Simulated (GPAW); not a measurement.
# Al (Im-3m) in GPAW: reference runs

Reference runs on Al: the cell as given.

Everything below comes from runs of GPAW 26.7.0. Logs are shortened: lines on timing, memory, paths and dates and some standing lists are left out, and cuts for length are marked. The log counts tension as positive stress, the text compression.

### Step 1. Starting point

Symmetry: Im-3m, No. 229, cubic system. The conventional cell has a = 3.182 Å, b = 3.182 Å, c = 3.182 Å, α = 90.00°, β = 90.00°, γ = 90.00°. Al (site symmetry m-3m) is surrounded by 8 Al at 2.76 Å.

This isn't the form of Al at room conditions, which is fcc.

### Step 2. Single point, PBE

run.py

```python
from ase import Atoms
from ase.dft.bandgap import bandgap
from ase.io import write
from ase.units import Bohr, GPa
from gpaw import GPAW, PW
from gpaw.elf import elf_from_dft_calculation

atoms = Atoms(['Al'],
              cell=[[-1.59121869, 1.59121869, 1.59121869],
                    [1.59121869, -1.59121869, 1.59121869],
                    [1.59121869, 1.59121869, -1.59121869]],
              scaled_positions=[[0.0, 0.0, 0.0]],
              pbc=True)

calc = GPAW(mode=PW(600),
            xc='PBE',
            kpts={'size': (12, 12, 12), 'gamma': True},
            occupations={'name': 'fermi-dirac', 'width': 0.05},
            nbands=7,
            convergence={'density': 1e-05, 'energy': 1e-05},
            maxiter=150,
            txt='gpaw.txt')
atoms.calc = calc
energy = atoms.get_potential_energy()
forces = atoms.get_forces()
stress = atoms.get_stress()
calc.write('gs.gpw')
write('result.traj', atoms)
print(f'Energy: {energy:.6f} eV')
print('Forces (eV/A):')
print(forces.round(4))
print('Stress (GPa):', (stress / GPa).round(3))
print('Fermi level:', round(calc.get_fermi_level(), 4), 'eV')
print(f'Gap: {bandgap(calc)[0]:.4f} eV, direct: {bandgap(calc, direct=True)[0]:.4f} eV')

# fields on the real-space grid
write('density.cube', atoms, data=calc.get_pseudo_density() * Bohr**3)
write('potential.cube', atoms, data=calc.get_electrostatic_potential())
write('elf.cube', atoms, data=elf_from_dft_calculation(calc).data)
```

Potentials or basis: GPAW PAW data sets (gpaw-data 1.2.1), pw.

The run is started by

```
> OMP_NUM_THREADS=1 python run.py
```

gpaw.txt:

```text
__  _  _
 | _ |_)|_||  |
 |__||  | ||/\| - 26.7.0

Input parameters:
  mode=PW(ecut=600.0),
  convergence={'density': 1e-05, 'energy': 1e-05},
  kpts=MonkhorstPack(size=(12, 12, 12), gamma=True),
  maxiter=150,
  nbands=7,
  occupations=Occupations(name='fermi-dirac', width=0.05),
  xc=XC(name='PBE')

Diagonalizing LCAO Hamiltonian
Converting LCAO to pw mode

       Al

Atoms  # Å, Bohr magnetons
|   | symbol |        x |        y |        z |    initial magnetic moments |
|---|--------|----------|----------|----------|-----------------------------|
| 0 |     Al | 0.000000 | 0.000000 | 0.000000 | ( 0.0000,  0.0000,  0.0000) |

Unit cell  # Å
| periodic |         x |         y |         z |  lengths |     angles |
|----------|-----------|-----------|-----------|----------|------------|
|      yes | -1.591219 |  1.591219 |  1.591219 | 2.756072 | 109.471221 |
|      yes |  1.591219 | -1.591219 |  1.591219 | 2.756072 | 109.471221 |
|      yes |  1.591219 |  1.591219 | -1.591219 | 2.756072 | 109.471221 |

Number of symmetries: 48
Symmetry operations  # r_c * U_cc + t_c -> r_c
|    | kind |            matrix            |
|----|------|------------------------------|
|  0 |  σ   |  1, 1, 1,  0, 0,-1,  0,-1, 0 |
|  1 |  C4  |  1, 1, 1,  0, 0,-1, -1, 0, 0 |
|  2 |  C2  |  1, 1, 1,  0,-1, 0,  0, 0,-1 |
|  3 |  S6  |  1, 1, 1,  0,-1, 0, -1, 0, 0 |
|  4 |  S6  |  1, 1, 1, -1, 0, 0,  0, 0,-1 |
|  5 |  C4  |  1, 1, 1, -1, 0, 0,  0,-1, 0 |
|  6 |  E   |  1, 0, 0,  0, 1, 0,  0, 0, 1 |
|  7 |  σ   |  1, 0, 0,  0, 1, 0, -1,-1,-1 |
|  8 |  σ   |  1, 0, 0,  0, 0, 1,  0, 1, 0 |
|  9 |  C3  |  1, 0, 0,  0, 0, 1, -1,-1,-1 |
| 10 |  C3  |  1, 0, 0, -1,-1,-1,  0, 1, 0 |
| 11 |  σ   |  1, 0, 0, -1,-1,-1,  0, 0, 1 |
| 12 |  σ   |  0, 1, 0,  1, 0, 0,  0, 0, 1 |
| 13 |  C2  |  0, 1, 0,  1, 0, 0, -1,-1,-1 |
| 14 |  C3  |  0, 1, 0,  0, 0, 1,  1, 0, 0 |
| 15 |  S4  |  0, 1, 0,  0, 0, 1, -1,-1,-1 |
| 16 |  S4  |  0, 1, 0, -1,-1,-1,  1, 0, 0 |
| 17 |  C3  |  0, 1, 0, -1,-1,-1,  0, 0, 1 |
| 18 |  C3  |  0, 0, 1,  1, 0, 0,  0, 1, 0 |
| 19 |  S4  |  0, 0, 1,  1, 0, 0, -1,-1,-1 |
| 20 |  σ   |  0, 0, 1,  0, 1, 0,  1, 0, 0 |
| 21 |  C3  |  0, 0, 1,  0, 1, 0, -1,-1,-1 |
| 22 |  C2  |  0, 0, 1, -1,-1,-1,  1, 0, 0 |
| 23 |  S4  |  0, 0, 1, -1,-1,-1,  0, 1, 0 |
| 24 |  C4  |  0, 0,-1,  1, 1, 1,  0,-1, 0 |
| 25 |  σ   |  0, 0,-1,  1, 1, 1, -1, 0, 0 |
| 26 |  S6  |  0, 0,-1,  0,-1, 0,  1, 1, 1 |
| 27 |  C2  |  0, 0,-1,  0,-1, 0, -1, 0, 0 |
| 28 |  C4  |  0, 0,-1, -1, 0, 0,  1, 1, 1 |
| 29 |  S6  |  0, 0,-1, -1, 0, 0,  0,-1, 0 |
| 30 |  S6  |  0,-1, 0,  1, 1, 1,  0, 0,-1 |
| 31 |  C4  |  0,-1, 0,  1, 1, 1, -1, 0, 0 |
| 32 |  C4  |  0,-1, 0,  0, 0,-1,  1, 1, 1 |
| 33 |  S6  |  0,-1, 0,  0, 0,-1, -1, 0, 0 |
| 34 |  σ   |  0,-1, 0, -1, 0, 0,  1, 1, 1 |
| 35 |  C2  |  0,-1, 0, -1, 0, 0,  0, 0,-1 |
| 36 |  C2  | -1, 0, 0,  1, 1, 1,  0, 0,-1 |
| 37 |  S6  | -1, 0, 0,  1, 1, 1,  0,-1, 0 |
| 38 |  S6  | -1, 0, 0,  0, 0,-1,  1, 1, 1 |
| 39 |  C2  | -1, 0, 0,  0, 0,-1,  0,-1, 0 |
| 40 |  C2  | -1, 0, 0,  0,-1, 0,  1, 1, 1 |
| 41 |  i   | -1, 0, 0,  0,-1, 0,  0, 0,-1 |
| 42 |  S4  | -1,-1,-1,  1, 0, 0,  0, 1, 0 |
| 43 |  C3  | -1,-1,-1,  1, 0, 0,  0, 0, 1 |
| 44 |  C3  | -1,-1,-1,  0, 1, 0,  1, 0, 0 |
| 45 |  σ   | -1,-1,-1,  0, 1, 0,  0, 0, 1 |
| 46 |  S4  | -1,-1,-1,  0, 0, 1,  1, 0, 0 |
| 47 |  C2  | -1,-1,-1,  0, 0, 1,  0, 1, 0 |

BZ-sampling:
  Number of BZ points: 1728
  Number of IBZ points: 72

  Monkhorst-Pack size: [12, 12, 12]
  Monkhorst-Pack shift: [0.041666666666666664, 0.041666666666666664, 0.041666666666666664]

K-points  # in reciprocal-cell coordinates
|     |                                coordinates |     weight |
|-----|--------------------------------------------|------------|
|   0 | ( -0.00000000,  -0.00000000,  -0.00000000) | 0.00057870 |
|   1 | (  0.08333333,  -0.00000000,  -0.00000000) | 0.00694444 |
|   2 | (  0.08333333,   0.08333333,  -0.08333333) | 0.00347222 |
|   3 | (  0.16666667,  -0.00000000,  -0.08333333) | 0.01388889 |
|   4 | (  0.16666667,  -0.00000000,  -0.00000000) | 0.00694444 |
|   5 | (  0.16666667,   0.08333333,  -0.08333333) | 0.01388889 |
|   6 | (  0.16666667,   0.16666667,  -0.16666667) | 0.00347222 |
|   7 | (  0.25000000,  -0.08333333,  -0.08333333) | 0.00462963 |
|   8 | (  0.25000000,  -0.00000000,  -0.08333333) | 0.02777778 |
|   9 | (  0.25000000,  -0.00000000,  -0.00000000) | 0.00694444 |
| ... |                                            |            |
|  71 | (  0.50000000,   0.50000000,   0.50000000) | 0.00057870 |

Plane wave coefficients: 555
Cutoff: 600.0 eV

Spin-components: 1 (collinear spins)
Bands:           7
Projectors:      5
Spin-degeneracy: 2
Datatype:        complex128

Density:
  Valence electrons: 3.0
  Components: 1
  Grid points: [16 16 16]
  Charge: 0.0  # |e|

Potential:
  Grid points: [16 16 16]

species:
  Al:
    name:    Aluminium
    Z:       13.0
    valence: 3
    core:    10
    charge:  0.0  # [|e|]
    compensation charges:
      type: gauss
      rc: 0.34  # [Å]
      lmax: 2
    cutoffs:
      filter: 1.91  # [Å]
      core: 2.36  # [Å]
    projectors
    | kind |    occ | energy [eV] | rcut [Å] |
    |------|--------|-------------|----------|
    |   3s |  2.000 |      -7.753 |    1.085 |
    |   3p |  1.000 |      -2.712 |    1.085 |
    |    s |        |      19.459 |    1.085 |
    |    p |        |      24.499 |    1.085 |
    |    d |        |       0.000 |    1.085 |

    Using partial waves for Al as LCAO basis

Reference energy: -6603.423265  # eV

eigensolver:
  PPCG
  Converge bands: occupied
  niter=2

density mixing:
  MSR1-Mixer
  Pratt-step length: 0.05
  Maximum mixing coefficient: 0.75
  Old densities: 10
  SVD Regularization: 0.005
  Good broyden scale: 1.0
  Trust region scale: 1.0
  Backstep threshold: 4.0
  History deletion threshold: 6.0
  Fourier metric: weight=20.0, sigma=0.015

occupation numbers:
  Fermi-Dirac:
    width: 0.0500  # eV

poisson solver:
  ecut: 4800.0  # eV

xc functional:
[... 9 lines left out ...]
|iter     | |      energy | eigst |  dens |
|---------|-|-------------|-------|-------|
|iter:   1| |   -3.627940 | -0.21 |       |
|iter:   2| |   -3.627995 | -3.37 | -0.99 |
|iter:   3| |   -3.626165 | -3.30 | -1.01 |
|iter:   4| |   -3.626574 | -3.92 | -1.58 |
|iter:   5| |   -3.626595 | -5.88 | -2.83 |
|iter:   6| |   -3.626599c| -6.34 | -3.22 |
|iter:   7| |   -3.626599c| -8.46c| -4.82 |
|iter:   8| |   -3.626599c| -9.17c| -5.30c|

Converged in 8 steps
Energy contributions relative to reference atoms: (reference = -6603.423265)

Energy contributions:
  Kinetic:           5.088989
  Coulomb:          -2.857486
  Zero:             -0.007547
  External:          0.000000
  Xc:               -5.848495
  Entropy:          -0.004120
  Spinorbit:         0.000000
  ----------------------------
  Free energy:      -3.628659
  Extrapolated:     -3.626599

dipole moment: (-2.731568, -2.731568, -2.731568)  # |e|*Ang

Fermi level: 7.376
Eigenvalues  # (at kpt = [-0.000, -0.000, -0.000])
| band index |      eig [eV] | occ [0-2] |
|------------|---------------|-----------|
|          0 |        -3.909 |     2.000 |
|          1 |        20.819 |     0.000 |
|          2 |        20.819 |     0.000 |
|          3 |        20.820 |     0.000 |
|          4 |        22.448 |     0.000 |
|          5 |        22.448 |     0.000 |
|          6 |        22.448 |     0.000 |

No gap
No difference between direct/indirect transitions

Forces  # eV/Ang
|       x |       y |       z |
|---------|---------|---------|
| 0.00000 | 0.00000 | 0.00000 |  # Al   0

Stress tensor  # eV/Ang^3
|         x |         y |         z |
|-----------|-----------|-----------|
| -0.024899 | -0.000000 | -0.000000 |
| -0.000000 | -0.024899 |  0.000000 |
| -0.000000 |  0.000000 | -0.024899 |

# Writing to gs.gpw (mode='')
```

It took 9.4 s on 1 thread of Intel Xeon Platinum 8375C at 2.90GHz (Ice Lake), shared host; peak memory 0.13 GiB.

Results:

```yaml
Free_energy: -3.6287 eV
Pressure: 4.0 GPa
Band_gap_on_the_k_mesh: none (metal or under the smearing width)
```

Levels at points of the mesh, in eV from the Fermi level:
| k point | band 1 | band 2 | band 3 | band 4 |
| --- | --- | --- | --- | --- |
| (0.00, 0.00, 0.00) | -11.28 | 13.44 | 13.44 | 13.44 |
| (0.50, 0.50, 0.00) | -4.40 | -3.87 | 8.34 | 8.37 |
| (0.50, 0.50, 0.50) | 1.93 | 1.93 | 1.93 | 2.96 |
